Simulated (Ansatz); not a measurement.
**The polar optical mode of BN at 50 GPa, worked through**

These are results of DFT PBEsol, scalar-relativistic, plane waves, PAW in Ansatz, not measurements. Plane waves to 420 eV; Γ-centred k mesh 12×12×12; fixed occupations. No spin polarisation. Phonons by linear response, acoustic sum rule imposed.

The cell, relaxed at 50 GPa:
```
B N
1.0
     0.00000    1.73979    1.73979
     1.73979    0.00000    1.73979
     1.73979    1.73979    0.00000
B N
1 1
Direct
  0.00000 0.00000 0.00000
  0.75000 0.75000 0.75000
```

Other phases may be more stable at this pressure.

Linear response gives ν_TO = 1191.0 cm⁻¹, Born charges ±1.851 e (positive on B) and ε∞ = 4.541. The primitive cell holds 10.532 Å³, and the masses are 10.810 and 14.007 amu.

Problem. Find ν_LO and the static dielectric constant.

Solution. The long-wave field adds a restoring force: ω_LO² − ω_TO² = Z*²e²/(ε_vac ε∞ μV). In these units ν_LO² − ν_TO² = 4.92064×10⁷ Z*²/(μ V ε∞) cm⁻², with μ = m₁m₂/(m₁ + m₂) = 6.101 amu: 577461 cm⁻². So ν_LO = √(1191.0² + 577461) = 1412.7 cm⁻¹, and the run gives 1412.7. Lyddane–Sachs–Teller then gives ε0 = ε∞ (ν_LO/ν_TO)² = 6.39, against 6.39 in the run (it forms both from the same three quantities, so the match checks the arithmetic only). Between ν_TO and ν_LO the dielectric function is negative and an undamped crystal reflects fully: a reststrahlen band from 7.1 to 8.4 μm.

Problem. What do the Clausius–Mossotti polarisability and the Szigeti charge come to?

Solution. With the Lorentz local field, α = (3V/4π)(ε∞ − 1)/(ε∞ + 2) = 1.36 Å³ for the pair, and e_S = 3Z*/(ε∞ + 2) = 0.85 e. The Born charge includes the electrons' response to the dipole's own local field, and e_S takes that enhancement out. The Lorentz field assumes point-like polarisable ions, a poor picture once ε∞ is this large, since the electron clouds then overlap or are shared, so both numbers are formal here.

Problem. How strongly does a slow electron couple to the LO mode?

Solution. For one isotropic parabolic band, Fröhlich's constant is α_F = (1/ε∞ − 1/ε0) √(m* Ry/ħω_LO), with Ry = 13.606 eV, ħω_LO = 175.2 meV and m* in free-electron masses: α_F = 0.0637 × 8.81 × √m* = 0.56 √m*. The band mass isn't part of this run; for m* = 0.1, 0.3 and 1 it gives 0.18, 0.31, 0.56. In weak coupling the polaron lies α_F ħω_LO below the band edge (54 meV at m* = 0.3) with a mass m*(1 + α_F/6); past α_F of about 5 or 6 that expansion fails. A semilocal functional's ε∞ tends to be too large, which taken alone lowers α_F.

Cost: 1 run of about 0.099 core-minutes, on Intel Xeon 6975P-C (Granite Rapids) (shared hosts).

Zinc-blende BN comes out here as a stiff, mainly covalent crystal with a distinct polar response. The TO mode lies as high as 1191.0 cm⁻¹ because short, strong sp³ bonds join two light atoms. The Born charge of 1.851 e, well below the nominal trivalent value, fits shared bonding electrons polarised towards the more electronegative nitrogen, though it is a dynamical charge and not a count of transferred electrons.

The light reduced mass also widens the LO–TO splitting, but it cancels from the static lattice response, which depends on the charge, the cell volume and the force constant. Stiff bonds therefore keep the ionic part of the screening below the electronic part, and ε0 rises only to 6.39. This modest ionic contribution, together with the large LO quantum, places the Fröhlich coupling in the weak regime for all the trial masses. Real carriers in BN are less simple, with anisotropic conduction valleys near X and a degenerate valence-band top, so the polaron shifts indicate a scale and don't predict band-edge corrections.
